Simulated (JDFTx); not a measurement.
Runs of JDFTx 1.7.0 (patched build) on CsSnI3. Symmetry: Pm-3m, No. 221, cubic system. Conventional cell: a = 6.206 Å, b = 6.206 Å, c = 6.206 Å, α = 90.00°, β = 90.00°, γ = 90.00°. Cs (site symmetry m-3m) has 12 I at 4.39 Å as nearest neighbours. I (site symmetry 4/mmm) has 2 Sn at 3.10 Å as nearest neighbours. Sn (site symmetry m-3m) is surrounded by 6 I at 3.10 Å. 

```csv
task,level,potentials or basis,k mesh,smearing,band ratio of the Davidson solver,max SCF steps,SCF threshold on the energy,solver of the electrons,further solve for the empty bands,mesh quality,gap on the mesh (eV),pressure (GPa)
single point,PBEsol,PseudoDojo-SR-PBEsol-0.4.1-standard with smoothed tails,5 × 5 × 5,fermi-dirac 0.05 eV,-,100,1e-09 Ha,scf,yes,not flagged,(b),-0.7
single point,LDA,PseudoDojo-SR-LDA-0.4.1-standard with smoothed tails,2 × 2 × 2,fermi-dirac 0.05 eV,-,100,1e-09 Ha,scf,yes,coarse,-,-0.1
single point,PBEsol,PseudoDojo-SR-PBEsol-0.4.1-standard with smoothed tails,2 × 2 × 2,fermi-dirac 0.05 eV,-,100,1e-09 Ha,scf,yes,coarse,-,0.8
single point,PBE,PseudoDojo-SR-PBE-0.5-standard with smoothed tails,5 × 5 × 5,gaussian 0.011 eV,-,100,1e-09 Ha,scf,yes,not flagged,(a),0.5
```

Alike in all rows: no spin polarisation; cell as given; cutoff (eV) 980.

Question: Estimate the missing entries.

Answer: (a) 1.75; (b) 1.73.

Caveats: some runs use coarse meshes; the empty levels aren't tightly converged; the cell was measured hot, at 500 K; spin-orbit coupling is left out, which moves the levels of the heavy elements (some runs); an odd mesh through Γ misses points on the zone boundary, where band edges often lie (some runs).

A k mesh can miss the band edges, and the runs leave out spin-orbit coupling on Cs, I, Sn.

Not every run made on this cell is shown here.
